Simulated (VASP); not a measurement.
The system is Ag.

```
Ag
1.0
     0.00000    2.04275    2.04275
     2.04275    0.00000    2.04275
     2.04275    2.04275    0.00000
Ag
1
Cartesian
  0.0000 0.0000 0.0000
```

- Program: VASP 6.6.1
- Task: relaxation of cell and atoms
- Functional: PW91
- Potentials or basis: VASP PAW PBE potentials, release 64 (Ag)
- Cutoff: 600 eV
- k mesh: 11 × 11 × 11
- Occupations: fermi-dirac, width 0.05 eV
- Spin: no spin polarisation

At the start: pressure 4.4 GPa; volume 17.05 Å³/atom.

**Question.** Where does the relaxation end?

**Answer.** Over 3 steps the energy falls by 9.7 meV/atom and the volume is 17.79 Å³/atom (+4.3 %); space group Fm-3m (No. 225, to 0.05 Å).

Step by step:
```csv
step,energy change (eV),largest force (eV/Å),pressure (GPa),volume (Å³)
1,0.0000,0.0000,4.42,17.05
2,-0.0067,0.0000,-2.08,18.23
3,-0.0097,0.0000,0.01,17.79
```

Final structure:
```
CELL_PARAMETERS angstrom
0.00000 2.07192 2.07192
2.07192 0.00000 2.07192
2.07192 2.07192 0.00000
ATOMIC_POSITIONS crystal
Ag 0.00000 0.00000 0.00000
```

Caveat: the PAW data sets were made with another functional, which shifts forces and pressure a little.
